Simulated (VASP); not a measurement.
A run of VASP 6.6.1:

INCAR

```
PREC = Accurate
ENCUT = 520
EDIFF = 1E-7
ISMEAR = 0
SIGMA = 0.1
LREAL = F
LASPH = T
NELM = 100
ALGO = Normal
ISIF = 2
LWAVE = F
LCHARG = T
GGA = PS
LELF = T
LVHAR = T
NBANDS = 12
```

File KPOINTS:

```
Automatic mesh
0
Gamma
  8 8 8
```

The input POSCAR:

```
Ti
1.0
    0.0000000000      2.0300000000      2.0300000000
    2.0300000000      0.0000000000      2.0300000000
    2.0300000000      2.0300000000      0.0000000000
Ti
1
Direct
    0.0000000000      0.0000000000      0.0000000000
```

Potentials or basis: VASP PAW PBE potentials, release 64 (Ti_sv).

Launch:

```sh
$ cat potpaw_PBE.64/Ti_sv/POTCAR > POTCAR
$ mpirun -np 1 vasp_std > vasp.out
```

Hardware: 1 thread of Intel(R) Xeon(R) Platinum 8259CL CPU @ 2.50GHz (Skylake/Cascade Lake), with other jobs on the host.

How long does it take, and how much memory?

Run time: 7.2 s on 1 thread of Intel(R) Xeon(R) Platinum 8259CL CPU @ 2.50GHz (Skylake/Cascade Lake), on a shared host, peak memory 0.14 GiB. Counts: scf iterations 14, k points 29.
